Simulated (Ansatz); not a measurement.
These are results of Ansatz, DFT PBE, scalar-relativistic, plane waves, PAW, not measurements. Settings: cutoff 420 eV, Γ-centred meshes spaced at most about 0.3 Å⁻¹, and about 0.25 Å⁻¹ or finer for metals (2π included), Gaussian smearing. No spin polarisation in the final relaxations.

All energies are static (0 K, no zero-point motion). All come from trial cells, and lower structures may exist.

**Question.** Order these relaxed structures of Ca by energy, lowest first, with the energy over the lowest of them.
A.

```
Ca
1.0
     3.89663    0.00000    0.00000
    -1.94832    3.37458    0.00000
     0.00000    0.00000    6.44902
Ca
2
Direct
  0.33333 0.66667 0.75000
  0.66667 0.33333 0.25000
```

B.

```
Ca
1.0
     3.75574    0.00000    0.00000
    -1.87787    3.25256    0.00000
     0.00000    0.00000    3.50164
Ca
1
Direct
  0.00000 0.00000 0.50000
```

**Answer.** A (0 meV/atom), B (227 meV/atom). Forms: A hcp type, P6_3/mmc; B simple hexagonal type, P6/mmm. Counting all near atoms (those within 1.25 times the shortest distance at each site): A has Ca 12; B has Ca 8.

Cells relaxed within their symmetry can be saddle points. The P6_3/mmc cell of Ca came from shaking the P6/mmm one. The part of the Crystallography Open Database at hand lists Ca in space groups No. 194, 221, 225, 229; sharing a group (P6_3/mmc) doesn't make a cell the listed structure. Some types were kept out of the candidates beforehand, so the set may lack a known form.
